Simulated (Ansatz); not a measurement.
ZnAu:

```
CELL_PARAMETERS angstrom
3.14700 0.00000 0.00000
0.00000 3.14700 0.00000
0.00000 0.00000 3.14700
ATOMIC_POSITIONS crystal
Au 0.00000 0.00000 0.00000
Zn 0.50000 0.50000 0.50000
```

Base run:

* Program: Ansatz 0.2.0
* Functional: RPBE
* Potentials or basis: all-electron LAPW, scalar-relativistic
* Cutoff: 267 eV (chosen from the basis error)
* Basis error allowed: 0.001 eV/atom
* k mesh: 8 × 8 × 8
* Occupations: gaussian, width 0.1 eV
* Spin: no spin polarisation

Its results: band gap on the k mesh none (metal or under the smearing width); pressure 9.0 GPa.

Problem. The run is repeated on the same cell with these changes: functional from RPBE to LDA; occupations from gaussian, width 0.1 eV to gaussian, width 0.05 eV. What comes out?

Solution. Band gap on the k mesh none (metal or under the smearing width); pressure -6.6 GPa.
